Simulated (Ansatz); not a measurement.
The system is Sn.

```
Sn
1.0
    -2.94014    2.94014    1.59930
     2.94014   -2.94014    1.59930
     2.94014    2.94014   -1.59930
Sn
2
Direct
  0.00000 0.00000 0.00000
  0.75000 0.25000 0.50000
```

Program: Ansatz 0.2.0. Alike in all runs: potentials or basis Ansatz PAW; cell as given. Hardware: 2 threads of Intel(R) Xeon(R) Processor @ 2.50GHz (Skylake/Cascade Lake) (shared host).

Q: Order these runs on this cell by their wall time, lowest first.
A. task band structure; level LDA; spin off; k mesh 9 × 9 × 9; cutoff (eV) 420; smearing fermi-dirac 0.05 eV; points for each segment of the path 14; mesh quality not flagged
B. task single point; level r2SCAN0; spin off; k mesh 5 × 5 × 5; cutoff (eV) 500; smearing fermi-dirac 0.05 eV; mesh quality coarse
C. task band structure; level PBE; spin SOC, no magnetisation; k mesh 7 × 7 × 7; cutoff (eV) 420; smearing fermi-dirac 0.05 eV; points for each segment of the path 14; mesh quality not flagged
D. task single point; level PBE; spin off; k mesh 9 × 9 × 9; cutoff (eV) 420; smearing gaussian 0.011 eV; mesh quality not flagged

A: D (8.6 s), A (18 s), C (41 s), B (100 s).

Caveats: some runs use coarse meshes.
